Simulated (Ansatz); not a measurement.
# S (hcp type): a single-point run

The task is a single-point run on S (hcp type). The structure is shown as the input types it.

Program: Ansatz 0.2.0. Level of theory: DFT, PBE, all-electron LAPW, scalar-relativistic. These are calculated values, not measurements.

## (1) The system as given

It takes space group C2/m (No. 12, monoclinic). Conventional cell: a = 5.012 Å, b = 2.894 Å, c = 4.688 Å, α = 90.00°, β = 90.00°, γ = 90.00°. S (site symmetry m) has 1 S at 2.19 Å in its first shell of neighbours.

As a file:

```xyz
2
Lattice="2.8939 0.0000 0.0000 -1.4469 2.5062 0.0000 0.0000 0.0000 4.6881" Properties=species:S:1:pos:R:3 pbc="T T T"
S    -0.1736    1.5705    0.8907
S     1.6206    0.9356    3.7973
```

## (2) Input and run

File input.yaml:

```yaml
crystal:
  lattice:
    - [2.8938615997, 0.0, 0.0]
    - [-1.4469307998, 2.5061576603, 0.0]
    - [0.0, 0.0, 4.6880557914]
  atoms:
    - { symbol: S, position: [0.2533333333, 0.6266666667, 0.19] }
    - { symbol: S, position: [0.7466666667, 0.3733333333, 0.81] }
kpoints:
  mp_grid: { grid: [12, 12, 7] }
scf:
  occupations: { method: fermi_dirac, width: 5.0 }
  max_iter: 80
hamiltonian:
  xc: pbe
  pseudopotentials: { kind: all_electron, lapw: { basis_error: 0.001 } }
output:
  forces: true
  stress: true
  eigenvalues: true
  populations: true
```

Command:

```
$ ansatz run input.yaml --threads 1 --pin off --max-ram 2048MiB --backend cpu --events-out ev --progress --plain --runs-dir out
```

**Question.** How will this run end, and is anything wrong with its input?

This run ends as converged. It gives a pressure of 83 GPa and a largest force of 5.3 eV/Å, which is large; a structure far from rest gives such values too, whatever the setting.

In the input, scf.occupations.width is 5.0. The width is far wider than usual, so occupations near the Fermi level are blurred and the entropy term grows. A Fermi-Dirac width of 5 eV is an electron temperature of 58000 K.

The test: set scf.occupations.width to 0.05.
